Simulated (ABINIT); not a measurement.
# HfO2 (P4_2/nmc) in ABINIT: band structure with TB-mBJ

Aim: the band structure of HfO2 with TB-mBJ.

Everything below comes from runs of ABINIT 10.8.3 (patched build). Logs are shortened: lines on timing, memory, paths and dates and some standing lists are left out, and cuts for length are marked. The log counts tension as positive stress, the text compression.

## (1) The structure

The structure is tetragonal, space group P4_2/nmc (No. 137). The conventional cell has a = 3.558 Å, b = 3.558 Å, c = 5.172 Å, α = 90.00°, β = 90.00°, γ = 90.00°. Around Hf (site symmetry -4m2) lie 4 O at 2.05 Å. O (site symmetry 2mm) has 2 Hf at 2.05 Å as nearest neighbours.

Measurements of this composition are mostly on another form, of space group No. 14.

## (2) Band structure, TB-mBJ

Contents of run.abi:

```
# Datasets: ground state, then fixed potential
ndtset 2

# Pseudopotentials
pp_dirpath "./"
pseudos "Hf.LDA_PW-JTH.xml, O.LDA_PW-JTH.xml"

# Structure
acell 3*1.0 Angstrom
rprim
     3.5580193300     0.0000000000     0.0000000000
     0.0000000000     3.5580193300     0.0000000000
     0.0000000000     0.0000000000     5.1718612100
ntypat 2
znucl 72 8
natom 6
typat 1 1 2 2 2 2
xred
     0.0000000000     0.0000000000     0.0000000000
     0.5000000000     0.5000000000     0.5000000000
     0.0000000000     0.5000000000     0.1972078800
     0.5000000000     0.0000000000     0.3027921200
     0.5000000000     0.0000000000     0.8027921200
     0.0000000000     0.5000000000     0.6972078800

# Plane-wave basis
ecut 28.0
pawecutdg 50.0

# Exchange and correlation
ixc -208012
usekden 1
pawxcdev 0

# Bands and occupations
occopt 3
tsmear 0.05 eV

# SCF cycle
nstep 100
diemix 0.3
optforces 0
optstress 0

# Output
iomode 3
prtwf 0
prteig 0
prtebands 0
enunit 1
prtden1 1
prtkden1 1

# Dataset 1
kptopt1 1
ngkpt1 7 7 4
nshiftk1 1
shiftk1 0.0 0.0 0.0
nband1 29
tolvrs1 1.0e-7

# Dataset 2: bands along G-X-M-G-Z-R-A-Z
iscf2 -2
getden2 1
getkden2 1
nband2 35
nbdbuf2 4
tolwfr2 1.0e-11
kptopt2 -7
ndivsm2 8
prteig2 1
kptbounds2
     0.0000000000     0.0000000000     0.0000000000
     0.0000000000     0.5000000000     0.0000000000
     0.5000000000     0.5000000000     0.0000000000
     0.0000000000     0.0000000000     0.0000000000
     0.0000000000     0.0000000000     0.5000000000
     0.0000000000     0.5000000000     0.5000000000
     0.5000000000     0.5000000000     0.5000000000
     0.0000000000     0.0000000000     0.5000000000
```

Potentials or basis: JTH PAW LDA v2.0.

Launch:

```bash
mpirun --bind-to none -np 4 abinit run.abi > log 2>&1
```

run.abo:

```text
.Version 10.8.3 of ABINIT
 DATASET    1 : space group P4_2/n m c (#137); Bravais tP (primitive tetrag.)
================================================================================
 Values of the parameters that define the memory need for DATASET  1.
     intxc =       0    ionmov =       0      iscf =       7    lmnmax =      18
     lnmax =       6     mgfft =      48  mpssoang =       3    mqgrid =    3111
     natom =       6  nloc_mem =       2    nspden =       1   nspinor =       1
    nsppol =       1      nsym =      16    n1xccc =       1    ntypat =       2
    occopt =       3   xclevel =       2
       mpw =        3152          nfft =       62208          nkpt =          30
Pmy_natom=         2
 PAW method is used; the additional fine FFT grid is defined by:
   mgfftf=        64    nfftf =    129600
================================================================================
================================================================================

 DATASET    2 : space group P4_2/n m c (#137); Bravais tP (primitive tetrag.)
================================================================================
 Values of the parameters that define the memory need for DATASET  2.
     intxc =       0    ionmov =       0      iscf =      -2    lmnmax =      18
     lnmax =       6     mgfft =      48  mpssoang =       3    mqgrid =    3111
     natom =       6  nloc_mem =       2    nspden =       1   nspinor =       1
    nsppol =       1      nsym =      16    n1xccc =       1    ntypat =       2
    occopt =       3   xclevel =       2
       mpw =        3160          nfft =       62208          nkpt =          89
Pmy_natom=         2
 PAW method is used; the additional fine FFT grid is defined by:
   mgfftf=        64    nfftf =    129600
================================================================================
================================================================================

--------------------------------------------------------------------------------
------------- Echo of variables that govern the present computation ------------
--------------------------------------------------------------------------------
 -outvars: echo values of preprocessed input variables --------
            acell      1.8897261259E+00  1.8897261259E+00  1.8897261259E+00 Bohr
              amu      1.78490000E+02  1.59994000E+01
           diemix      3.00000000E-01
             ecut      2.80000000E+01 Hartree
           enunit           1
           getden1          0
           getden2          1
          getkden1          0
          getkden2          1
             iscf1          7
             iscf2         -2
                       outvar_i_n : Printing only first  50 k-points.
              ixc     -208012
           jdtset        1    2
                       outvar_i_n : Printing only first  50 k-points.
           kptopt1          1
           kptopt2         -7
         kptrlatt        7    0    0      0    7    0      0    0    4
          kptrlen1     3.90936050E+01
          kptrlen2     3.00000000E+01
            natom           6
            nband1         29
            nband2         35
           nbdbuf1          0
           nbdbuf2          4
           ndtset           2
           ndivsm1          0
           ndivsm2          8
            ngfft          36      36      48
          ngfftdg          45      45      64
             nkpt1         30
             nkpt2         89
            nstep         100
             nsym          16
           ntypat           2
           occopt           3
        optforces           0
        optstress           0
        pawecutdg      5.00000000E+01 Hartree
         pawxcdev           0
        prtebands           0
           prteig1          0
           prteig2          1
          prtkden           1
            prtwf           0
            rprim      3.5580193300E+00  0.0000000000E+00  0.0000000000E+00
                       0.0000000000E+00  3.5580193300E+00  0.0000000000E+00
                       0.0000000000E+00  0.0000000000E+00  5.1718612100E+00
           shiftk1     0.00000000E+00  0.00000000E+00  0.00000000E+00
           shiftk2     5.00000000E-01  5.00000000E-01  5.00000000E-01
          spgroup         137
[... 1356 lines left out ...]
 Total kinetic energy density [Ha/Bohr^3]
)     Maximum=    2.4977E+00  at reduced coord.    0.5111    0.0000    0.7969
)     Minimum=    1.5992E-03  at reduced coord.    0.0000    0.0000    0.5000
   Integrated=    4.1898E+01
--------------------------------------------------------------------------------

--- !ResultsGS
iteration_state: {dtset: 2, }
comment   : Summary of ground state results
lattice_vectors:
- [  6.7236821,   0.0000000,   0.0000000, ]
- [  0.0000000,   6.7236821,   0.0000000, ]
- [  0.0000000,   0.0000000,   9.7734012, ]
lattice_lengths: [   6.72368,    6.72368,    9.77340, ]
lattice_angles: [ 90.000,  90.000,  90.000, ] # degrees, (23, 13, 12)
lattice_volume:   4.4183495E+02
convergence: {deltae:  0.000E+00, res2:  0.000E+00, residm:  9.988E-12, diffor:  0.000E+00, }
etotal    :  -1.32554741E+02
entropy   :   0.00000000E+00
fermie    :   1.31355625E-01
cartesian_stress_tensor: null
pressure_GPa: null
xred      :
- [  0.0000E+00,   0.0000E+00,   0.0000E+00, Hf]
- [  5.0000E-01,   5.0000E-01,   5.0000E-01, Hf]
- [  0.0000E+00,   5.0000E-01,   1.9721E-01,  O]
- [  5.0000E-01,   0.0000E+00,   3.0279E-01,  O]
- [  5.0000E-01,   0.0000E+00,   8.0279E-01,  O]
- [  0.0000E+00,   5.0000E-01,   6.9721E-01,  O]
cartesian_forces: null
force_length_stats: {min: null, max: null, mean: null, }
...

 Integrated electronic density in atomic spheres:
 ------------------------------------------------
 Atom  Sphere_radius  Integrated_density
    1        2.41119          9.33877684
    2        2.41119          9.32451665
    3        1.41465          4.78002998
    4        1.41465          4.78158958
    5        1.41465          4.78002998
    6        1.41465          4.78158958

================================================================================

 ----iterations are completed or convergence reached----

 Mean square residual over all n,k,spin=   52.432E-13; max=  99.879E-13
 reduced coordinates (array xred) for    6 atoms
       0.000000000000      0.000000000000      0.000000000000
       0.500000000000      0.500000000000      0.500000000000
       0.000000000000      0.500000000000      0.197207880000
       0.500000000000      0.000000000000      0.302792120000
       0.500000000000      0.000000000000      0.802792120000
       0.000000000000      0.500000000000      0.697207880000

 cartesian coordinates (angstrom) at end:
    1      0.00000000000000     0.00000000000000     0.00000000000000
    2      1.77900966500000     1.77900966500000     2.58593060500000
    3      0.00000000000000     1.77900966500000     1.01993178487833
    4      1.77900966500000     0.00000000000000     1.56599882012167
    5      1.77900966500000     0.00000000000000     4.15192942512166
    6      0.00000000000000     1.77900966500000     3.60586238987833
 length scales=  1.889726125908  1.889726125908  1.889726125908 bohr
              =  1.000000000000  1.000000000000  1.000000000000 angstroms
 Eigenvalues (   eV  ) for nkpt=  89  k points:
 kpt#   1, nband= 35, wtk=  1.00000, kpt=  0.0000  0.0000  0.0000 (reduced coord)
 -59.05851  -59.04036  -28.04729  -27.60142  -27.60142  -27.54466  -27.49143  -27.49143
 -18.82872  -17.52352  -17.07555  -16.71700   -4.32238   -4.06294   -3.90444   -3.90444
  -2.04589   -2.04589   -0.86446   -0.86446   -0.11570    0.25328    0.38397    0.38397
   7.00375    7.22878    8.19810    8.48212    9.20236    9.25424   10.77674   10.77674
  12.54951   12.54951   12.92560
 kpt#   2, nband= 35, wtk=  1.00000, kpt=  0.0000  0.0417  0.0000 (reduced coord)
 -59.05834  -59.04034  -28.04429  -27.60913  -27.60072  -27.54395  -27.49862  -27.49171
 -18.81280  -17.51749  -17.07746  -16.72260   -4.35392   -4.05517   -3.89309   -3.83096
  -2.06697   -2.04382   -0.87936   -0.87351   -0.11556    0.25748    0.35649    0.37023
   7.02973    7.24697    8.18840    8.47961    9.24676    9.26264   10.73706   10.77811
  12.50012   12.54119   12.90315
 kpt#   3, nband= 35, wtk=  1.00000, kpt=  0.0000  0.0833  0.0000 (reduced coord)
 -59.05781  -59.04025  -28.03536  -27.62999  -27.59870  -27.54351  -27.51953  -27.49248
 -18.76587  -17.50037  -17.08278  -16.73888   -4.40370   -4.03229   -3.85935   -3.65653
  -2.12733   -2.03735   -0.92344   -0.90128   -0.11690    0.26964    0.27685    0.33390
   7.10464    7.29734    8.15717    8.47240    9.28937    9.37767   10.62759   10.78247
[... 503 lines left out ...]
   7.69747    7.69756    8.00085    8.00391   10.79402   10.79868   11.27104   11.27278
  11.62610   11.62844   12.15291
 kpt#  88, nband= 35, wtk=  1.00000, kpt=  0.0313  0.0313  0.5000 (reduced coord)
 -59.05092  -59.04776  -27.81225  -27.81137  -27.55367  -27.55335  -27.54374  -27.54345
 -17.99830  -17.99828  -17.12437  -17.12427   -3.42178   -3.42177   -3.08576   -3.08573
  -2.47133   -2.47129   -2.13379   -2.13317   -0.27400   -0.27399    0.42085    0.42085
   7.67523    7.67532    7.99598    7.99916   11.02431   11.02776   11.38857   11.39212
  11.54702   11.54965   11.88161
 kpt#  89, nband= 35, wtk=  1.00000, kpt=  0.0000  0.0000  0.5000 (reduced coord)
 -59.05104  -59.04788  -27.81046  -27.80956  -27.55019  -27.55019  -27.54323  -27.54323
 -18.00655  -18.00653  -17.12511  -17.12502   -3.41958   -3.41958   -3.07365   -3.07365
  -2.49429   -2.49424   -2.16290   -2.16225   -0.25296   -0.25296    0.44197    0.44197
   7.66690    7.66700    7.99462    7.99784   11.17480   11.17480   11.35887   11.36758
  11.60746   11.60934   11.69724

== END DATASET(S) ==============================================================
================================================================================

 -outvars: echo values of variables after computation  --------
            acell      1.8897261259E+00  1.8897261259E+00  1.8897261259E+00 Bohr
           etotal1    -1.3255474142E+02
            fcart1     9.9999999999E+99  9.9999999999E+99  9.9999999999E+99
                       9.9999999999E+99  9.9999999999E+99  9.9999999999E+99
                       9.9999999999E+99  9.9999999999E+99  9.9999999999E+99
                       9.9999999999E+99  9.9999999999E+99  9.9999999999E+99
                       9.9999999999E+99  9.9999999999E+99  9.9999999999E+99
                       9.9999999999E+99  9.9999999999E+99  9.9999999999E+99
            rprim      3.5580193300E+00  0.0000000000E+00  0.0000000000E+00
                       0.0000000000E+00  3.5580193300E+00  0.0000000000E+00
                       0.0000000000E+00  0.0000000000E+00  5.1718612100E+00
           strten1     9.9999999999E+99  9.9999999999E+99  9.9999999999E+99
                       9.9999999999E+99  9.9999999999E+99  9.9999999999E+99
           xangst      0.0000000000E+00  0.0000000000E+00  0.0000000000E+00
                       1.7790096650E+00  1.7790096650E+00  2.5859306050E+00
                       0.0000000000E+00  1.7790096650E+00  1.0199317849E+00
                       1.7790096650E+00  0.0000000000E+00  1.5659988201E+00
                       1.7790096650E+00  0.0000000000E+00  4.1519294251E+00
                       0.0000000000E+00  1.7790096650E+00  3.6058623899E+00
             xred      0.0000000000E+00  0.0000000000E+00  0.0000000000E+00
                       5.0000000000E-01  5.0000000000E-01  5.0000000000E-01
                       0.0000000000E+00  5.0000000000E-01  1.9720788000E-01
                       5.0000000000E-01  0.0000000000E+00  3.0279212000E-01
                       5.0000000000E-01  0.0000000000E+00  8.0279212000E-01
                       0.0000000000E+00  5.0000000000E-01  6.9720788000E-01
 Calculation completed.
```

Wall time 10 min (4 MPI ranks of Intel Xeon Platinum 8259CL at 2.50GHz (Skylake/Cascade Lake), shared host); peak memory 0.76 GiB.

What came out:

* Band gap on the k mesh: 6.56 eV, indirect (least direct gap 6.62 eV)
* Band gap along the path: 6.56 eV, indirect (least direct gap 6.62 eV)
* Valence electrons inside the program's atomic spheres: Hf 9.34, 9.32; O 4.78

Levels at the corners of the path, in eV from the valence-band top:
```tsv
point	band 20	band 21	band 22	band 23	band 24	band 25	band 26	band 27	band 28	band 29
Γ	-1.31	-0.56	-0.19	-0.06	-0.06	6.56	6.79	7.76	8.04	8.76
X	-1.90	-1.40	-1.39	-0.15	-0.15	6.99	7.00	7.86	7.86	8.84
M	-1.01	-0.75	-0.75	-0.44	-0.44	7.53	7.53	8.03	8.03	8.41
Γ	-1.31	-0.56	-0.19	-0.06	-0.06	6.56	6.79	7.76	8.04	8.76
Z	-2.60	-0.70	-0.70	0.00	0.00	7.22	7.22	7.55	7.56	10.73
R	-1.70	-1.33	-1.33	-0.93	-0.93	7.15	7.16	7.42	7.42	8.69
A	-1.77	-1.37	-1.37	-0.08	-0.08	7.81	7.82	8.04	8.04	8.60
Z	-2.60	-0.70	-0.70	0.00	0.00	7.22	7.22	7.55	7.56	10.73
```

Caveat: the constant c of TB-mBJ comes from the pseudo density here, which moves gaps by up to 0.3 eV between sets of potentials; the PAW data sets were made with another functional, which shifts forces and pressure a little; spin-orbit coupling is left out, which moves the levels of the heavy elements.
